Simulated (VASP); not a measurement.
# Hf (P6_3/mmc) in VASP: a series of runs, part 2 of 2

VASP 6.6.1.

### 3 Relaxation of cell and atoms, PBEsol

INCAR reads:

```
SYSTEM = Hf
ALGO = Normal
EDIFF = 1E-6
EDIFFG = -0.01
ENCUT = 600
GGA = PS
IBRION = 2
ISIF = 3
ISMEAR = 1
KPAR = 2
LASPH = .True.
LCHARG = .False.
LREAL = .False.
LWAVE = .False.
NELM = 80
NSW = 90
PREC = Accurate
SIGMA = 0.1
```

KPOINTS reads:

```
k-points
0
Gamma
  15 15 7
  0 0 0
```

POSCAR reads:

```
Hf
1.0
    3.1967000000      0.0000000000      0.0000000000
   -1.5983500000      2.7684234083      0.0000000000
    0.0000000000      0.0000000000      5.0578000000
Hf
2
Direct
    0.3333333333      0.6666666667      0.2500000000
    0.6666666667      0.3333333333      0.7500000000
```

Potentials or basis: VASP PAW PBE potentials, release 64 (Hf_pv).

Run with:

```bash
> cat potpaw_PBE.64/Hf_pv/POTCAR > POTCAR
> mpirun -np 2 vasp_std > vasp.out
```

OUTCAR:

```text
SYSTEM = Hf
   EDIFF = 1E-6
   EDIFFG = -0.01
   ENCUT = 600
   GGA = PS
   IBRION = 2
   ISIF = 3
   ISMEAR = 1
   LASPH = .True.
   LREAL = .False.
   NELM = 80
   NSW = 90
   PREC = Accurate

 ion  position               nearest neighbor table
   1  0.333  0.667  0.250-   2 3.13   2 3.13   2 3.13   2 3.13   2 3.13   2 3.13
   2  0.667  0.333  0.750-   1 3.13   1 3.13   1 3.13   1 3.13   1 3.13   1 3.13

  LATTYP: Found a hexagonal cell.
 ALAT       =     3.1967000000
 C/A-ratio  =     1.5821941377

  Lattice vectors:

 A1 = (   3.1967000000,   0.0000000000,   0.0000000000)
 A2 = (  -1.5983500000,   2.7684234083,   0.0000000000)
 A3 = (   0.0000000000,   0.0000000000,   5.0578000000)

Analysis of symmetry for initial positions (statically):
=====================================================================
 Subroutine PRICEL returns:
 Original cell was already a primitive cell.

 Routine SETGRP: Setting up the symmetry group for a
 hexagonal supercell.

 Subroutine GETGRP returns: Found 24 space group operations
 (whereof 12 operations were pure point group operations)
 out of a pool of 24 trial point group operations.

The static configuration has the point symmetry D_3d.
 The point group associated with its full space group is D_6h.

Analysis of symmetry for dynamics (positions and initial velocities):
=====================================================================
 Subroutine PRICEL returns:
 Original cell was already a primitive cell.

 Routine SETGRP: Setting up the symmetry group for a
 hexagonal supercell.

 Subroutine GETGRP returns: Found 24 space group operations
 (whereof 12 operations were pure point group operations)
 out of a pool of 24 trial point group operations.

The dynamic configuration has the point symmetry D_3d.
 The point group associated with its full space group is D_6h.

 Subroutine INISYM returns: Found 24 space group operations
 (whereof 12 operations are pure point group operations),
[... 141 lines left out ...]
  ---------------------------------------------------
  ext. energy  EPLUGINS =         0.00000000
  ---------------------------------------------------
  free energy    TOTEN  =       -20.98360544 eV

  energy without entropy =      -20.98412642  energy(sigma->0) =      -20.98377910

------------------------ aborting loop because EDIFF is reached ----------------------------------------

  FORCE on cell =-STRESS in cart. coord.  units (eV):
  Direction    XX          YY          ZZ          XY          YZ          ZX
  --------------------------------------------------------------------------------------
  -------------------------------------------------------------------------------------
  Total       -1.1513981     -1.1513981     -1.2261986      0.0000000      0.0000000     -0.0000000
  in kB      -41.2135532    -41.2135532    -43.8909877      0.0000000      0.0000000     -0.0000000
  external PRESSURE =     -42.1060314 kB  Pullay stress =       0.0000000 kB
[... 59 lines left out ...]
--------------------------------------- Ionic step        3  -------------------------------------------

 number of electron      19.9999998 magnetization

 Free energy of the ion-electron system (eV)
  ---------------------------------------------------
  ext. energy  EPLUGINS =         0.00000000
  ---------------------------------------------------
  free energy    TOTEN  =       -21.00681000 eV

  energy without entropy =      -21.00717880  energy(sigma->0) =      -21.00693293

 E-fermi :   5.0399     XC(G=0): -11.5670

 val. band max:        5.0383888926   @ k =   0.1333   0.0667   0.2857
 cond. band min:       5.0436977404   @ k =   0.4000   0.2000   0.2857
 fundamental gap:      0.0053088478
 Fermi energy:         5.0398528408

 k-point     1 :       0.0000    0.0000    0.0000
  band No.  band energies     occupation
      1     -25.9832      2.00000
      2     -25.1320      2.00000
      3     -25.1320      2.00000
      4     -24.9895      2.00000
      5     -24.9862      2.00000
      6     -24.9862      2.00000
      7      -2.4922      2.00000
      8       1.1912      2.00000
      9       5.8420     -0.00000
     10       6.1996     -0.00000
     11       6.1996     -0.00000
     12       6.5008     -0.00000
     13       7.0654      0.00000
     14       7.0654      0.00000
[... 377 lines left out ...]
      1     -25.7186      2.00000
      2     -25.5535      2.00000
      3     -25.4962      2.00000
      4     -25.4480      2.00000
      5     -25.2965      2.00000
      6     -25.2350      2.00000
      7       2.4146      2.00000
      8       2.7374      2.00000
      9       2.9742      2.00000
     10       3.8329      2.00000
     11       5.4006     -0.00000
     12       5.7035     -0.00000
     13       6.9497     -0.00000
     14      10.3005      0.00000

 [... further k-points ...]

------------------------ aborting loop because EDIFF is reached ----------------------------------------

  FORCE on cell =-STRESS in cart. coord.  units (eV):
  Direction    XX          YY          ZZ          XY          YZ          ZX
  --------------------------------------------------------------------------------------
  -------------------------------------------------------------------------------------
  Total       -0.0188420     -0.0188420     -0.0032630      0.0000000      0.0000000     -0.0000000
  in kB       -0.7009976     -0.7009976     -0.1213954      0.0000000      0.0000000     -0.0000000
  external PRESSURE =      -0.5077969 kB  Pullay stress =       0.0000000 kB
[... 17 lines left out ...]
  FREE ENERGIE OF THE ION-ELECTRON SYSTEM (eV)
  ---------------------------------------------------
  free  energy   TOTEN  =       -21.0068099991 eV

  energy  without entropy=      -21.0071787974  energy(sigma->0) =      -21.00693293

 reached required accuracy - stopping structural energy minimisation
```

Run time: 37 s. Hardware: 2 MPI ranks of Intel Xeon 6975P-C (Granite Rapids), shared host; peak memory 0.22 GiB.

What came out:

```yaml
Free_energy: -21.0068 eV
Relaxed_volume: 21.53 Å³/atom
Relaxed_cell: a = 3.157 Å, b = 3.157 Å, c = 4.990 Å, α = 90.00°, β = 90.00°, γ = 120.00°
Space_group_after_relaxing_to_0.05_Å: P6_3/mmc (No. 194)
Energy_gained_by_relaxing: 11.6 meV/atom
Ionic_steps: 3
Pressure_after_relaxing: -0.1 GPa
Band_gap_on_the_k_mesh: none (metal or under the smearing width)
```

The path:
| step | energy change (eV) | largest force (eV/Å) | pressure (GPa) | volume (Å³) |
| --- | --- | --- | --- | --- |
| 1 | 0.0000 | 0.0000 | -4.21 | 44.76 |
| 2 | 0.0123 | 0.0000 | 5.92 | 41.06 |
| 3 | -0.0232 | 0.0000 | -0.05 | 43.06 |

Final structure:
```cif
data_structure
_symmetry_space_group_name_H-M 'P 1'
_symmetry_Int_Tables_number 1
_cell_length_a 3.1567
_cell_length_b 3.1567
_cell_length_c 4.9904
_cell_angle_alpha 90.000
_cell_angle_beta 90.000
_cell_angle_gamma 120.000
_cell_volume 43.06
loop_
_atom_site_label
_atom_site_type_symbol
_atom_site_fract_x
_atom_site_fract_y
_atom_site_fract_z
_atom_site_occupancy
Hf1 Hf 0.33333 0.66667 0.25000 1
Hf2 Hf 0.66667 0.33333 0.75000 1
```

Levels at points of the mesh, in eV from the Fermi level:
| k point | band 7 | band 8 | band 9 | band 10 | band 11 | band 12 | band 13 | band 14 |
| --- | --- | --- | --- | --- | --- | --- | --- | --- |
| (0.00, 0.00, 0.00) | -7.53 | -3.85 | 0.80 | 1.16 | 1.16 | 1.46 | 2.03 | 2.03 |

Caveat: the PAW data sets were made with another functional, which shifts forces and pressure a little. Spin-orbit coupling is left out, which matters for the levels of Hf.

### 4 Relaxation of cell and atoms, PBEsol

This run uses another cell than the first one, of 21.53 Å³/atom, 0.962 times its volume.

Changes to INCAR since step 3:

```diff
@@ -2,4 +2,4 @@
 ALGO = Normal
-EDIFF = 1E-6
-EDIFFG = -0.01
+EDIFF = 1E-7
+EDIFFG = -0.005
 ENCUT = 600
```

KPOINTS is that of step 3.

POSCAR reads:

```
Hf                                      
1.0
    3.1566728310      0.0000000000     -0.0000000000
   -1.5783364155      2.7337588631      0.0000000000
   -0.0000000000      0.0000000000      4.9903549716
  Hf            
     2
Direct
     0.3333333332999970    0.6666666667000030    0.2500000000000000
     0.6666666667000030    0.3333333332999970    0.7500000000000000
```

Run with:

```bash
> cat potpaw_PBE.64/Hf_pv/POTCAR > POTCAR
> mpirun -np 2 vasp_std > vasp.out
```

It took 34 s on 2 MPI ranks of Intel Xeon 6975P-C (Granite Rapids), shared host; peak memory 0.22 GiB.

The run converged. Its results:

| Item | Value |
| --- | --- |
| Free energy | -21.0066 eV |
| Relaxed volume | 21.52 Å³/atom |
| Relaxed cell | a = 3.156 Å, b = 3.156 Å, c = 4.990 Å, α = 90.00°, β = 90.00°, γ = 120.00° |
| Space group after relaxing (to 0.05 Å) | P6_3/mmc (No. 194) |
| Energy gained by relaxing | 0.0 meV/atom |
| Ionic steps | 3 |
| Pressure after relaxing | 0.0 GPa |
| Band gap on the k mesh | none (metal or under the smearing width) |

Final structure:
```
CELL_PARAMETERS angstrom
3.15599 0.00000 0.00000
-1.57800 2.73317 0.00000
0.00000 0.00000 4.99010
ATOMIC_POSITIONS crystal
Hf 0.33333 0.66667 0.25000
Hf 0.66667 0.33333 0.75000
```

Levels at points of the mesh, in eV from the Fermi level:
```csv
k point,band 7,band 8,band 9,band 10,band 11,band 12,band 13,band 14
"(0.00, 0.00, 0.00)",-7.53,-3.85,0.80,1.16,1.16,1.46,2.03,2.03
```

Caveat: the PAW data sets were made with another functional, which shifts forces and pressure a little.

### 5 Relaxation of cell and atoms, PBE

INCAR reads:

```
SYSTEM = Hf
ALGO = Normal
EDIFF = 1E-6
EDIFFG = -0.01
ENCUT = 600
GGA = PE
IBRION = 2
ISIF = 3
ISMEAR = 1
LASPH = .TRUE.
LCHARG = .FALSE.
LREAL = .FALSE.
LWAVE = .FALSE.
NELM = 80
NSW = 90
PREC = Accurate
SIGMA = 0.1
```

KPOINTS reads:

```
k-points
0
G
  15 15 7
  0 0 0
```

POSCAR reads:

```
Hf
1.0
    3.1967000000      0.0000000000      0.0000000000
   -1.5983500000      2.7684234083      0.0000000000
    0.0000000000      0.0000000000      5.0578000000
Hf
2
Direct
    0.3333333333      0.6666666667      0.2500000000
    0.6666666667      0.3333333333      0.7500000000
```

Run with:

```bash
> cat potpaw_PBE.64/Hf_pv/POTCAR > POTCAR
> mpirun -np 1 vasp_std > vasp.out
```

Run time: 2.4 min. Hardware: 1 thread of Intel Xeon Platinum 8259CL at 2.50GHz (Skylake/Cascade Lake), shared host; peak memory 0.24 GiB.

It converged, with:

| Item | Value |
| --- | --- |
| Free energy | -19.8494 eV |
| Relaxed volume | 22.43 Å³/atom |
| Relaxed cell | a = 3.201 Å, b = 3.201 Å, c = 5.057 Å, α = 90.00°, β = 90.00°, γ = 120.00° |
| Space group after relaxing (to 0.05 Å) | P6_3/mmc (No. 194) |
| Energy gained by relaxing | 0.1 meV/atom |
| Ionic steps | 4 |
| Pressure after relaxing | 0.0 GPa |
| Band gap on the k mesh | none (metal or under the smearing width) |

Step by step:
| step | energy change (eV) | largest force (eV/Å) | pressure (GPa) | volume (Å³) |
| --- | --- | --- | --- | --- |
| 1 | 0.0000 | 0.0000 | 0.25 | 44.76 |
| 2 | 0.0000 | 0.0000 | -0.29 | 44.99 |
| 3 | -0.0001 | 0.0000 | -0.02 | 44.87 |
| 4 | -0.0001 | 0.0000 | 0.00 | 44.87 |

Final structure:
```xyz
2
Lattice="3.2007 0.0000 0.0000 -1.6004 2.7719 0.0000 0.0000 0.0000 5.0570" Properties=species:S:1:pos:R:3 pbc="T T T"
Hf    0.0000    1.8479    1.2643
Hf    1.6004    0.9240    3.7928
```

Levels at points of the mesh, in eV from the Fermi level:
```
           k point  band 6  band 7  band 8  band 9  band 10  band 11  band 12  band 13  band 14
(0.00, 0.00, 0.00)  -30.23   -7.39   -3.71    0.63     1.16     1.16     1.45     1.99     1.99
```

The run has no spin-orbit coupling, so splittings on Hf are missing.

### 6 Summary

```csv
task,level,cell,gap on the mesh (eV),pressure (GPa),relaxed volume (Å³/atom)
relaxation of shape and atoms at fixed volume,r2SCAN,atoms relaxed at fixed volume from: a relaxed cell with its volume scaled by 1.06,none,-5.9,-
relaxation of cell and atoms,PBEsol,relaxed,none,0.0,21.52
relaxation of cell and atoms,PBE,relaxed,none,0.0,22.43
```

Alike in all rows: potentials or basis VASP PAW PBE potentials, release 64 (Hf_pv); no spin polarisation; k mesh 15 × 15 × 7; cutoff (eV) 600; smearing methfessel-paxton 0.1 eV.

Caveats: the PAW data sets were made with another functional, which shifts forces and pressure a little (some runs).

Total energies depend on the potentials used, so only differences within one code and one set of settings carry meaning.
